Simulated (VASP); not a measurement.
**Cu: single point with PBE**

Cu, a slab with vacuum:

```
Cu
1.0
     5.10531    0.00000    0.00000
     2.55266    4.42133    0.00000
     0.00000    0.00000   22.75270
Cu
16
Direct
  0.00000 0.00000 0.10988
  0.50000 0.00000 0.10988
  0.00000 0.50000 0.10988
  0.50000 0.50000 0.10988
  0.16667 0.16667 0.20148
  0.66667 0.16667 0.20148
  0.16667 0.66667 0.20148
  0.66667 0.66667 0.20148
  0.83333 0.33333 0.29048
  0.33333 0.33333 0.29048
  0.83333 0.83333 0.29048
  0.33333 0.83333 0.29048
  0.00000 0.00000 0.38018
  0.50000 0.00000 0.38018
  0.00000 0.50000 0.38018
  0.50000 0.50000 0.38018
```

The cell was built by a generator and needn't be a form met in nature.

```yaml
Program: VASP 6.6.1
Task: single point
Functional: PBE
Potentials_or_basis: VASP PAW PBE potentials, release 64 (Cu)
Cutoff: 400 eV
k_mesh: 6 × 6 × 1
Occupations: methfessel-paxton, width 0.1 eV
Spin: no spin polarisation
```

The largest force is 0.248 eV/Å. The band gap on the k mesh is none (metal or under the smearing width).

Forces in eV/Å, atoms in the order of the input:
```
Cu   0.000  0.000  0.007
Cu   0.000  0.000  0.007
Cu   0.000  0.000  0.007
Cu   0.000  0.000  0.007
Cu   0.000  0.000 -0.248
Cu   0.000  0.000 -0.248
Cu   0.000  0.000 -0.248
Cu   0.000  0.000 -0.248
Cu   0.000  0.000  0.078
Cu   0.000  0.000  0.078
Cu   0.000  0.000  0.078
Cu   0.000  0.000  0.078
Cu   0.000  0.000  0.163
Cu   0.000  0.000  0.163
Cu   0.000  0.000  0.163
Cu   0.000  0.000  0.163
```

Levels at points of the mesh, in eV from the Fermi level:
```
           k point  band 84  band 85  band 86  band 87  band 88  band 89  band 90  band 91  band 92  band 93
(0.00, 0.00, 0.00)    -1.11    -0.14    -0.14    -0.14    -0.08     0.87     0.87     0.87     1.44     1.44
(0.50, 0.00, 0.00)    -1.40    -0.96    -0.96    -0.04    -0.04     0.60     0.60     1.01     1.01     2.05
(0.50, 0.50, 0.00)    -1.40    -0.96    -0.96    -0.04    -0.04     0.60     0.60     1.01     1.01     2.05
(0.00, 0.50, 0.00)    -1.40    -0.96    -0.96    -0.04    -0.04     0.60     0.60     1.01     1.01     2.05
```

Run time: 4.1 min on 4 MPI ranks on Intel(R) Xeon(R) 6975P-C (Granite Rapids) (shared host), peak memory 0.72 GiB a rank.
